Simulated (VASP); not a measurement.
Runs of VASP 6.6.1 on Pb. It takes space group Fm-3m (No. 225, cubic). The conventional cell has a = 4.950 Å, b = 4.950 Å, c = 4.950 Å, α = 90.00°, β = 90.00°, γ = 90.00°. Pb (site symmetry m-3m) is surrounded by 12 Pb at 3.50 Å. 

```tsv
task	level	spin	k mesh	smearing	pressure (GPa)
single point	PBE	off	9 × 9 × 9	gaussian 0.012 eV	2.2
band structure	SCAN	SOC, no magnetisation	7 × 7 × 7	fermi-dirac 0.05 eV	1.0
band structure	r2SCAN	off	9 × 9 × 9	fermi-dirac 0.05 eV	(b)
band structure	r2SCAN	SOC, no magnetisation	7 × 7 × 7	fermi-dirac 0.05 eV	(a)
band structure	rSCAN	off	9 × 9 × 9	fermi-dirac 0.05 eV	1.3
```

Alike in all rows: potentials or basis VASP PAW PBE potentials, release 64 (Pb_d); cell as given; cutoff (eV) 520.

Fill in the values left out.

(a) 1.8; (b) 1.1.

Caveats: the PAW data sets were made with another functional, which shifts forces and pressure a little (some runs).
